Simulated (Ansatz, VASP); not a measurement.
# One calculation of Si2C, two programs

```xyz
3
Lattice="2.9622 0.0000 0.0000 -1.4811 2.5653 0.0000 0.0000 0.0000 4.2624" Properties=species:S:1:pos:R:3 pbc="T T T"
Si    1.4811    0.8551    0.9601
Si    0.0000    1.7102    3.3024
C     0.0000    0.0000    2.1312
```

Change from the starting cell: species swapped into the Cr2C type (P-3m1, No. 164).

Alike in both runs: functional PBE; k mesh 18 × 18 × 12; occupations gaussian, width 0.1 eV; no spin polarisation.

Ansatz relaxed the structure, and its values are those at the end. VASP's run is a single point on that final structure, the one shown.

```csv
,VASP,Ansatz
version,VASP 6.6.1,Ansatz 0.2.0
potentials or method,"VASP PAW PBE potentials, release 64 (Si, C)","scalar-relativistic, plane waves, PAW"
plane-wave cutoff (eV),520,420
valence electrons in the cell,12,12
```

|  | VASP | Ansatz | Ansatz less VASP |
| --- | --- | --- | --- |
| gap on the k mesh at the Fermi level (eV) | none | none | - |
| pressure (GPa) | 0.0 | 0.0 | -0.04 |

A gap of «none» marks a metal or a gap that the smearing closes. With one functional, cell and mesh, what is left measures potentials, basis and numerics.
